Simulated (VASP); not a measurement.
Runs of VASP 6.6.1 on MoS2. It takes space group Fm-3m (No. 225, cubic). Conventional cell: a = 5.992 Å, b = 5.992 Å, c = 5.992 Å, α = 90.00°, β = 90.00°, γ = 90.00°. Mo (site symmetry m-3m) has 8 S at 2.59 Å as nearest neighbours. Around S (site symmetry -43m) lie 4 Mo at 2.59 Å. Measurements of this composition are mostly on another form, of space group No. 194.

| level | spin | U | gap on the mesh (eV) | pressure (GPa) | moment (μB) |
| --- | --- | --- | --- | --- | --- |
| PBE+U | non-collinear, random start | Mo d U = 2 eV | none | 0.6 | 1.94 |
| PBE+U | collinear, random start | Mo d U = 2 eV | none | 0.6 | 1.94 |
| PBE+U | off | Mo d U = 5 eV | none | -3.6 | - |
| PBEsol+U | collinear, zero start | Mo d U = 6 eV | none | (a) | 0.00 |
| PBE+U | collinear, random start | Mo d U = 5 eV | none | 5.2 | 2.01 |

Alike in all rows: task single point; potentials or basis VASP PAW PBE potentials, release 64 (Mo_sv, S); cell as given; k mesh 6 × 6 × 6; cutoff (eV) 520; smearing gaussian 0.05 eV.

Fill in the values left out.

(a) -7.5.

Caveats: U without spin polarisation on a metal has little footing (some runs); the PAW data sets were made with another functional, which shifts forces and pressure a little (some runs).

A k mesh can miss the band edges, and the runs leave out spin-orbit coupling on Mo.

A gap of «none» marks a metal or a gap under the smearing width.

Not every run made on this cell is shown here.
